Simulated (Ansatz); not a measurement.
# MgO: the cost of one run

Program: Ansatz 0.2.0. Level of theory: DFT PBE, scalar-relativistic, plane waves, PAW. These are calculated values, not measurements.

The COD cell was measured well above room temperature, so it is larger than a cold one.

1 further run of the same task is left out (it didn't finish).

### Step 1. Starting point

It takes space group Fm-3m (No. 225, cubic). The conventional cell has a = 4.270 Å, b = 4.270 Å, c = 4.270 Å, α = 90.00°, β = 90.00°, γ = 90.00°. Around Mg (site symmetry m-3m) lie 6 O at 2.14 Å. Around O (site symmetry m-3m) lie 6 Mg at 2.14 Å.

As a file:

```cif
data_structure
_symmetry_space_group_name_H-M 'P 1'
_symmetry_Int_Tables_number 1
_cell_length_a 4.2703
_cell_length_b 4.2703
_cell_length_c 4.2703
_cell_angle_alpha 90.000
_cell_angle_beta 90.000
_cell_angle_gamma 90.000
_cell_volume 77.87
loop_
_atom_site_label
_atom_site_type_symbol
_atom_site_fract_x
_atom_site_fract_y
_atom_site_fract_z
_atom_site_occupancy
Mg1 Mg 0.00000 0.50000 0.50000 1
Mg2 Mg 0.50000 0.00000 0.50000 1
Mg3 Mg 0.50000 0.50000 0.00000 1
Mg4 Mg 0.00000 0.00000 0.00000 1
O1 O 0.50000 0.00000 0.00000 1
O2 O 0.00000 0.50000 0.00000 1
O3 O 0.00000 0.00000 0.50000 1
O4 O 0.50000 0.50000 0.50000 1
```

No relaxation comes first: the listed cell is the starting point.

### Step 2. The reference cell

The cell is repeated 4 times, 8 atoms in all. The reference gives a free energy of -9976.5511 eV, pressure -1.69 GPa, largest force 0.000 eV/Å and gap on the mesh 4.35 eV. It was computed beforehand with the settings of the runs below.

### Step 3. The scan: random displacements

All atoms are moved at random with no net shift, in some cells together with a random strain.

### Step 4. At rms move = 0.037 Å

input.yaml

```yaml
crystal:
  lattice:
    - [4.2184082039, 0.0059513374, -0.012223736]
    - [-0.0059513374, -4.2010795438, -0.006015505]
    - [0.012223736, -0.006015505, -4.3834397319]
  atoms:
    - { symbol: Mg, position: [0.0024940704, 0.4957399611, 0.5015911739] }
    - { symbol: Mg, position: [0.4949975802, 0.0066480004, 0.4918364672] }
    - { symbol: Mg, position: [0.4979571265, 0.5044953114, 0.0007017226] }
    - { symbol: Mg, position: [-0.0055185455, -0.005699682, 0.0034232059] }
    - { symbol: O, position: [0.5041204086, -0.0095294812, 0.0086196151] }
    - { symbol: O, position: [0.0021151291, 0.5071228745, -0.0071065562] }
    - { symbol: O, position: [0.0008643699, 0.0056797866, 0.5021527804] }
    - { symbol: O, position: [0.5029698607, 0.4955432293, 0.498781591] }
basis:
  ecutwfc: 420
kpoints:
  mp_grid: { grid: [6, 6, 6] }
hamiltonian:
  xc: pbe
scf:
  occupations: { method: gaussian, width: 0.05 }
output:
  forces: true
  stress: true
  eigenvalues: true
```

Command:

```console
> ansatz run input.yaml --threads 2 --pin off --max-ram 5120MiB --backend cpu --events-out ev --progress --plain --runs-dir out
```

**Question.** How long does this run take on 2 threads of Arm Neoverse V2, shared host, and how much memory does it need?

About 12 s, with a peak of 0.47 GiB.
